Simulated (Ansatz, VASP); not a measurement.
# BaTiO3: VASP beside Ansatz, part 3 of 3

Aim: how closely do two programs agree when they are given the same cell, functional and k mesh?  Other levels of theory on this material are compared in a session of their own.

VASP 6.6.1 and Ansatz 0.2.0.

So far. Step 9 (VASP: band structure, PBE, spin-orbit coupling): The run ends at a pressure of 4.21 GPa, with forces up to 0.27 eV/Å.

The database entry behind the starting cell differs from later determinations by our own check (c/a about 0.6 % short), so it need not match the best structure at ambient conditions.

### 10. Ansatz: band structure, PBE, spin-orbit coupling

Level of this step: Ansatz beside VASP: Kohn-Sham DFT, plane waves, PBE, spin-orbit coupling (Ansatz).

The same cell, functional, mesh and smearing now go to Ansatz, which takes its cutoff from its data sets.

input.yaml reads:

```yaml
crystal:
  lattice:
    - [3.9998, 0.0, 0.0]
    - [0.0, 3.9998, 0.0]
    - [0.0, 0.0, 4.018]
  atoms:
    - { symbol: Ba, position: [0.0, 0.0, 0.0] }
    - { symbol: Ti, position: [0.5, 0.5, 0.49] }
    - { symbol: O, position: [0.5, 0.5, 0.019] }
    - { symbol: O, position: [0.5, 0.0, 0.517] }
    - { symbol: O, position: [0.0, 0.5, 0.517] }
hamiltonian:
  xc: pbe
  pseudopotentials: { kind: paw_fr }
magnetization:
  noncollinear: true
  spin_orbit: true
kpoints:
  mp_grid: { grid: [6, 6, 6] }
  band_path:
    path:
      - [0.0, 0.0, 0.0]
      - [0.0, 0.13333, 0.0]
      - [0.0, 0.3, 0.0]
      - [0.0, 0.46667, 0.0]
      - [0.1, 0.5, 0.0]
      - [0.26667, 0.5, 0.0]
      - [0.43333, 0.5, 0.0]
      - [0.43333, 0.43333, 0.0]
      - [0.26667, 0.26667, 0.0]
      - [0.1, 0.1, 0.0]
      - [0.0, 0.0, 0.03333]
      - [0.0, 0.0, 0.2]
      - [0.0, 0.0, 0.36667]
      - [0.0, 0.0, 0.5]
      - [0.0, 0.16667, 0.5]
      - [0.0, 0.3, 0.5]
      - [0.0, 0.46667, 0.5]
      - [0.1, 0.5, 0.5]
      - [0.26667, 0.5, 0.5]
      - [0.43333, 0.5, 0.5]
      - [0.5, 0.5, 0.5]
      - [0.43333, 0.43333, 0.5]
      - [0.26667, 0.26667, 0.5]
      - [0.1, 0.1, 0.5]
      - [0.0, 0.5, 0.03333]
      - [0.0, 0.5, 0.2]
      - [0.0, 0.5, 0.36667]
      - [0.5, 0.5, 0.0]
      - [0.5, 0.5, 0.16667]
      - [0.5, 0.5, 0.33333]
      - [0.5, 0.5, 0.5]
    npoints: 1
scf:
  occupations: { method: gaussian, width: 0.02 }
  n_extra_bands: 16
output:
  forces: true
  stress: true
  eigenvalues: true
```

On the command line:

```bash
$ ansatz run input.yaml --threads 2 --pin off --max-ram 4608MiB --backend cpu --events-out ev --progress --plain --runs-dir out
```

Numbers of over 12 decimals in the logs are rounded to 6 here.

What it wrote:

```text
[...]
non-collinear run that drives no moment, with spin-orbit: no starting moment large enough to seed its density (crystal.atoms[].spin), no starting occupations that ask for one, no magnetisation constraint and no magnetic field, so the semilocal B_xc is pinned to zero
Crystal: 5 atoms, lattice volume = 64.282 Å³
[...]
k-point 1: bands = [... 36 lower, 9.9014, 9.9014, 9.9713, 9.9713, 12.1675, 12.1675, 12.7723, 12.7723, ... 12 higher]
  k-point 2: bands = [... 36 lower, 9.7029, 9.7029, 9.7522, 9.7522, 12.2311, 12.2311, 13.5292, 13.5292, ... 12 higher]
  k-point 39: bands = [... 36 lower, 10.2225, 10.2225, 10.3012, 10.3012, 14.5032, 14.5032, 14.5042, 14.5042, ... 12 higher]
[key lines of the parts left out:]
SCF converged after 9 iterations
Magnetization: |M| = 0.0000 μB,  M = (+0.0000, +0.0000, +0.0000) μB
Free energy (F): -10164.412104 eV
Fermi energy:    11.218626 eV
P = ⅓ Tr σ = 2.4280 GPa (24.280 kbar)
```

It took 41 s on 2 threads of Arm Neoverse V1, shared host; peak memory 0.7 GiB.

### 11. Differences

What differs besides the data sets and the points named for the pairs above, as far as they apply: spin-orbit coupling enters by fully relativistic files in Ansatz and inside the spheres in VASP. Total energies have different zeros and are not compared.

Compared:

| quantity | Ansatz | VASP | difference |
| --- | --- | --- | --- |
| pressure (GPa) | 2.43 | 4.21 | -1.78 |
| pressure without Ansatz's Pulay correction (GPa) | 1.88 | 4.21 | -2.33 |
| gap over the path points (eV) | 1.835 | 1.769 | +0.066 |

Forces (eV/Å; atoms numbered as in POSCAR):

| atom | Ansatz x, y, z | VASP x, y, z |
| --- | --- | --- |
| Ba1 | 0.000, 0.000, 0.041 | 0.000, 0.000, 0.074 |
| Ti2 | 0.000, 0.000, -0.151 | 0.000, 0.000, -0.117 |
| O3 | 0.000, 0.000, 0.311 | 0.000, 0.000, 0.274 |
| O4 | 0.000, 0.000, -0.101 | 0.000, 0.000, -0.116 |
| O5 | 0.000, 0.000, -0.101 | 0.000, 0.000, -0.116 |

Levels at points of the path, from each program's valence-band top (eV; 8 filled, then empty):

| k (reciprocal lattice) | Ansatz | VASP |
| --- | --- | --- |
| 0.000 0.000 0.000 | -1.15 -1.15 -0.34 -0.34 -0.21 -0.21 -0.21 -0.21 1.83 1.83 2.04 2.04 2.06 2.06 | -1.14 -1.14 -0.38 -0.38 -0.25 -0.25 -0.24 -0.24 1.77 1.77 1.98 1.98 2.00 2.00 |
| 0.000 0.133 0.000 | -1.27 -1.26 -0.69 -0.63 -0.43 -0.39 -0.31 -0.28 2.05 2.06 2.18 2.19 2.26 2.28 | -1.27 -1.26 -0.73 -0.67 -0.47 -0.43 -0.35 -0.32 1.99 2.00 2.12 2.13 2.21 2.22 |
| 0.000 0.300 0.000 | -1.63 -1.62 -1.41 -1.39 -0.73 -0.73 -0.62 -0.61 2.11 2.12 3.01 3.01 3.03 3.04 | -1.66 -1.66 -1.45 -1.43 -0.77 -0.77 -0.66 -0.65 2.07 2.07 2.96 2.96 2.98 2.99 |
| 0.000 0.467 0.000 | -1.83 -1.82 -1.67 -1.67 -0.90 -0.90 -0.79 -0.79 2.15 2.15 3.51 3.51 3.55 3.55 | -1.85 -1.84 -1.70 -1.70 -0.94 -0.94 -0.84 -0.84 2.12 2.12 3.46 3.46 3.50 3.51 |
| 0.100 0.500 0.000 | -1.75 -1.73 -1.22 -1.20 -1.19 -1.16 -0.79 -0.76 2.26 2.27 3.53 3.55 3.57 3.58 | -1.79 -1.76 -1.25 -1.23 -1.23 -1.20 -0.83 -0.80 2.22 2.23 3.48 3.50 3.52 3.53 |
| 0.267 0.500 0.000 | -1.49 -1.49 -1.37 -1.36 -1.06 -1.04 -0.41 -0.41 2.90 2.92 3.57 3.58 3.70 3.71 | -1.53 -1.52 -1.42 -1.41 -1.11 -1.09 -0.45 -0.45 2.86 2.87 3.52 3.52 3.64 3.65 |
| 0.433 0.500 0.000 | -1.70 -1.70 -1.03 -1.03 -0.90 -0.90 -0.07 -0.07 3.51 3.52 3.58 3.59 3.95 3.95 | -1.74 -1.74 -1.07 -1.07 -0.94 -0.93 -0.12 -0.11 3.46 3.46 3.53 3.53 3.89 3.89 |
| 0.433 0.433 0.000 | -1.68 -1.67 -1.08 -1.07 -0.92 -0.91 -0.10 -0.10 3.49 3.50 3.53 3.54 3.92 3.92 | -1.71 -1.71 -1.12 -1.11 -0.95 -0.95 -0.14 -0.14 3.44 3.45 3.48 3.48 3.85 3.85 |
| 0.267 0.267 0.000 | -1.70 -1.70 -1.08 -1.07 -0.95 -0.94 -0.44 -0.44 2.79 2.81 2.98 2.98 3.23 3.23 | -1.75 -1.75 -1.10 -1.09 -0.99 -0.98 -0.48 -0.47 2.74 2.76 2.93 2.93 3.16 3.17 |
| 0.100 0.100 0.000 | -1.18 -1.17 -0.82 -0.76 -0.40 -0.35 -0.29 -0.27 2.11 2.14 2.20 2.20 2.22 2.23 | -1.16 -1.15 -0.86 -0.80 -0.44 -0.39 -0.33 -0.31 2.05 2.07 2.14 2.15 2.16 2.17 |

The forces differ by 16 meV/Å r.m.s., which is 18.4 % of the r.m.s. force of 0.09 eV/Å (both taken over all components). Among the levels compared at these points, filled levels agree within 65 meV and empty ones within 66 meV. Ansatz's pressure holds a Pulay correction of 0.54 GPa; VASP's holds none.

### 12. What the set-up changes

Further runs change the set-up of one program: Ansatz's method, potentials or start, or VASP's data sets, cutoff or form of LDA. The table gives Ansatz less VASP for each quantity, since a change that brings one quantity closer may part another.

| run | r.m.s. force difference (meV/Å) | pressure (GPa) | gap over the path points (eV) |
| --- | --- | --- | --- |
| as above | 16 | -1.8 | 0.066 |
| Ansatz's larger PAW set (cutoff 910 eV) | 17 | -1.8 | 0.060 |
| norm-conserving potentials (cutoff 1143 eV) | 16 | -2.1 | 0.082 |

### 13. Summary of results

| Property | Result |
| --- | --- |
| r.m.s. force difference (band structure, LDA) | 25 meV/Å |
| difference in pressure (band structure, LDA) | -2.2 GPa |
| difference in gap over the path points (band structure, LDA) | 0.072 eV |
| difference in ε∞ xx (dielectric response, PBE) | -0.52 % |
| r.m.s. force difference (band structure, PBE, spin-orbit coupling) | 16 meV/Å |
| difference in pressure (band structure, PBE, spin-orbit coupling) | -1.8 GPa |
| difference in gap over the path points (band structure, PBE, spin-orbit coupling) | 0.066 eV |

What this shows: The difference in pressure is -2.2 GPa (band structure, LDA), beyond the 1 GPa picked in this series as the mark of a large difference. By the marks of this series, far apart in the band structure, LDA pair: the r.m.s. force difference, 25 meV/Å and the difference in pressure, -2.2 GPa. Band structure, LDA, Ansatz's larger PAW set (cutoff 910 eV): the difference in pressure without Ansatz's Pulay correction goes from -2.9 to -2.1 GPa. Band structure, LDA, norm-conserving potentials (cutoff 1143 eV): the difference in gap over the path points goes from 0.072 to 0.092 eV. By the marks of this series, far apart in the band structure, PBE, spin-orbit coupling pair: the r.m.s. force difference, 16 meV/Å and the difference in pressure, -1.8 GPa. For band structure, PBE, spin-orbit coupling, no further run moves any of the tabulated differences by more than a quarter of its size. 15 further runs of this series are not shown here. Such differences can come from data sets, numerical settings and the points named under the comparisons, not from the functional's error against experiment.

[Lines on the potential files, build, host, timing and source positions are cut from VASP's logs without a mark.]

[Logs are printed without paths, hosts, clocks, repeated set-up lines and the standing remarks that a program may print on its own settings, such as how far it seeks lower states.]

[Hosts, paths, dates, database ids (printed as entryN), source tags and the programs' standing remarks are cut or masked in the printed files.]
